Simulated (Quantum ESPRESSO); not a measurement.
Ca in Quantum ESPRESSO: the effect of functional

Ca:

```xyz
1
Lattice="0.0000 2.7942 2.7942 2.7942 0.0000 2.7942 2.7942 2.7942 0.0000" Properties=species:S:1:pos:R:3 pbc="T T T"
Ca    0.0000    0.0000    0.0000
```

Alike in all runs:

| Item | Value |
| --- | --- |
| Program | Quantum ESPRESSO 7.5 |
| Task | phonons |
| Cutoff | 612 eV |
| Density cutoff | 4898 eV |
| k mesh | 7 × 7 × 7 |
| Occupations | cold, width 0.2 eV |
| Spin | no spin polarisation |

Each run relaxes the cell or the atoms first.

```csv
functional,potentials or basis,relaxed volume (Å³/atom),highest phonon frequency (cm⁻¹)
LDA,GBRV 1.5 LDA,38.01,194
PBEsol,GBRV 1.5 PBEsol,40.55,182
WC,GBRV 1.5 PBE,40.63,180
PW91,GBRV 1.5 PBE,41.81,177
RPBE,GBRV 1.5 PBE,?,?
vdW-DF-cx,GBRV 1.5 PBE,40.76,183
```

Question: What does the run with functional RPBE give?

Answer: Relaxed volume 44.26 Å³/atom; highest phonon frequency 162 cm⁻¹.

Caveats: the mesh is thin for the phonons of a metal; the q point doesn't lie on the k mesh, which can shift a metal's frequencies strongly unless the mesh is converged; the potentials were made for another functional, which shifts forces and pressure (some runs).

Runs at the PBE level aren't shown here.
